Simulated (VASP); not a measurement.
## AlRu: density of states with r2SCAN+U

Crystal: AlRu.

```xyz
2
Lattice="2.9916 0.0000 0.0000 0.0000 2.9916 0.0000 0.0000 0.0000 2.9916" Properties=species:S:1:pos:R:3 pbc="T T T"
Ru    1.4958    1.4958    1.4958
Al    0.0000    0.0000    0.0000
```

```json
{
 "Program": "VASP 6.6.1",
 "Task": "density of states",
 "Functional": "r2SCAN",
 "Potentials or basis": "VASP PAW PBE potentials, release 64 (Ru_pv, Al)",
 "Cutoff": "520 eV",
 "k mesh": "9 × 9 × 9",
 "Occupations": "tetrahedron",
 "Spin": "no spin polarisation",
 "Hubbard terms": "Ru d U = 3.5 eV",
 "Further INCAR settings": "ALGO = Normal; EDIFF = 1e-06; NBANDS = 16"
}
```

```yaml
Pressure: -3.8 GPa
Band_gap_on_the_k_mesh: none (metal or under the smearing width)
Valence_electrons_inside_the_program's_atomic_spheres: Ru 12.87; Al 0.80
```

Levels at points of the mesh, in eV from the Fermi level:
```csv
k point,band 6,band 7,band 8,band 9,band 10,band 11,band 12,band 13
"(0.00, 0.00, 0.00)",-3.08,0.01,0.01,0.01,6.89,6.89,6.89,11.33
```

States per cell in windows of 1 eV (zero at the Fermi level; states under -8 eV left out):
```
from (eV)  total  Ru1_d  Al2_p  Al2_s  Ru1_p  Ru1_s  Al2_d
     -8.0   0.29   0.01   0.01   0.05   0.01   0.04   0.00
     -7.0   0.77   0.15   0.02   0.14   0.03   0.06   0.00
     -6.0   0.72   0.26   0.02   0.11   0.02   0.01   0.00
     -5.0   0.63   0.26   0.05   0.02   0.02   0.03   0.00
     -4.0   1.62   0.76   0.13   0.02   0.04   0.08   0.00
     -3.0   1.60   1.02   0.07   0.00   0.04   0.01   0.00
     -2.0   2.62   1.92   0.07   0.00   0.05   0.03   0.00
     -1.0   2.59   1.93   0.05   0.01   0.08   0.02   0.00
      0.0   0.60   0.36   0.02   0.00   0.04   0.01   0.00
      1.0   0.28   0.16   0.01   0.00   0.03   0.00   0.00
      2.0   0.26   0.18   0.01   0.00   0.02   0.00   0.00
      3.0   1.19   0.77   0.07   0.02   0.05   0.04   0.00
      4.0   0.53   0.23   0.05   0.03   0.04   0.01   0.00
      5.0   0.32   0.08   0.03   0.05   0.03   0.01   0.00
      6.0   1.17   0.35   0.08   0.13   0.07   0.11   0.00
      7.0   1.10   0.27   0.11   0.10   0.07   0.06   0.00
```

Eigenvalues of the final occupation matrices:
```tsv
site	spin	trace	eigenvalues
site 1 d	1	3.18	0.49 0.49 0.73 0.73 0.73
site 1 d	2	3.18	0.49 0.49 0.73 0.73 0.73
```

Wall time 24 s on 1 thread of Intel(R) Xeon(R) Platinum 8559C (Emerald Rapids), with other jobs on the host, peak memory 0.15 GiB.

Caveat: the PAW data sets were made with another functional, which shifts forces and pressure a little; U without spin polarisation on a metal has little footing; the U is typed as a test and isn't derived for this compound; tetrahedron occupations give inexact forces and stress in metals.
